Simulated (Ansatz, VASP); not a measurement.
## One calculation of GaP, two programs

File INCAR:

```
SYSTEM = GaP
  ALGO = Normal
  EDIFF = 1E-7
  ENCUT = 520
  GGA = PS
  ISIF = 2
  ISMEAR = 0
  LASPH = .True.
  LCHARG = .False.
  LREAL = .False.
  LWAVE = .False.
  NBANDS = 26
  NELM = 60
  PREC = Accurate
  SIGMA = 0.01
```

The input KPOINTS:

```
k-points
0
Gamma
  4 4 4
  0 0 0
```

POSCAR

```
GaP
1.0
    1.9430151800      1.1218003300      6.4308101000
   -1.9430151800      1.1218003300      6.4308101000
    0.0000000000     -2.2436006700      6.4308101000
Ga P
2 2
Direct
    0.4353720004      0.4353720004      0.4353719985
    0.5646280011      0.5646280011      0.5646279986
    0.0573890000      0.0573890000      0.0573889997
    0.9426110015      0.9426110015      0.9426109973
```

Input for Ansatz:

```yaml
crystal:
  lattice:
    - [1.94301518, 1.12180033, 6.4308101]
    - [-1.94301518, 1.12180033, 6.4308101]
    - [0.0, -2.24360067, 6.4308101]
  atoms:
    - { symbol: Ga, position: [0.43537200040987184, 0.43537200040987184, 0.43537199846936603] }
    - { symbol: Ga, position: [0.5646280010758352, 0.5646280010758352, 0.5646279985592196] }
    - { symbol: P, position: [0.05738899995636813, 0.05738899995636813, 0.0573889997005784] }
    - { symbol: P, position: [0.942611001529339, 0.942611001529339, 0.9426109973280075] }
kpoints:
  mp_grid:
    grid: [4, 4, 4]
hamiltonian:
  xc: pbesol
scf:
  occupations:
    method: fixed
output:
  eigenvalues: true
```

Measurements of this composition are mostly on another form, of space group No. 216.

Alike in both runs: task single point; functional PBEsol; k mesh 4 × 4 × 4; no spin polarisation.

|  | VASP | Ansatz |
| --- | --- | --- |
| version | VASP 6.6.1 | Ansatz 0.2.0 |
| potentials or method | VASP PAW PBE potentials, release 64 (Ga_d, P) | plane waves, PAW |
| plane-wave cutoff (eV) | 520 | 420 |
| occupations | gaussian, width 0.01 eV | fixed |
| valence electrons in the cell | 36 | 36 |

```csv
,VASP,Ansatz,Ansatz less VASP
gap on the k mesh at the Fermi level (eV),0.73,0.72,-0.011
```

Caveats: the k mesh is coarse (spacing up to 0.47 Å⁻¹), so the values aren't converged. A hybrid or GW would open this gap; PBEsol tends to underestimate it. A k mesh can miss the band edges.
